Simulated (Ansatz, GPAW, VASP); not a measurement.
**Si: 4 runs at one level of theory**

```
Si
1.0
     0.00000    2.72185    2.72185
     2.72185    0.00000    2.72185
     2.72185    2.72185    0.00000
Si
2
Direct
  0.50000 0.50000 0.50000
  0.75000 0.75000 0.75000
```

Alike in all runs: task single point; functional PBE; k mesh 8 × 8 × 8; occupations gaussian, width 0.022 eV; no spin polarisation; no spin-orbit coupling. Pressure is positive in compression and, in plane waves, holds the error of the finite cutoff, which Ansatz's Pulay term estimates and takes out.

| program and potentials | plane-wave cutoff (eV) | notes | band gap (eV) | pressure (GPa) |
| --- | --- | --- | --- | --- |
| Ansatz, Ansatz PAW | 420 | Pulay term of +0.02 GPa included | 0.63 | 1.34 |
| GPAW, GPAW PAW data sets (gpaw-data 1.2.1) | 600 | - | 0.62 | 1.61 |
| Ansatz, all-electron LAPW, scalar-relativistic | - | - | 0.63 | 1.31 |
| VASP, PBE PAW files Si, 520 eV | 520 | - | 0.63 | 1.27 |

The band gap spans 0.62 (GPAW, GPAW PAW data sets (gpaw-data 1.2.1)) to 0.63 eV (VASP, PBE PAW files Si, 520 eV), with all-electron results at 0.63. The pressure spans 1.27 (VASP, PBE PAW files Si, 520 eV) to 1.61 GPa (GPAW, GPAW PAW data sets (gpaw-data 1.2.1)), with all-electron results at 1.31. The gap is indirect and read on the mesh alone.

Differences between rows come from potentials, basis sets and numerical settings, since the functional is the same but for its coding. Runs on potential files found faulty are left out.
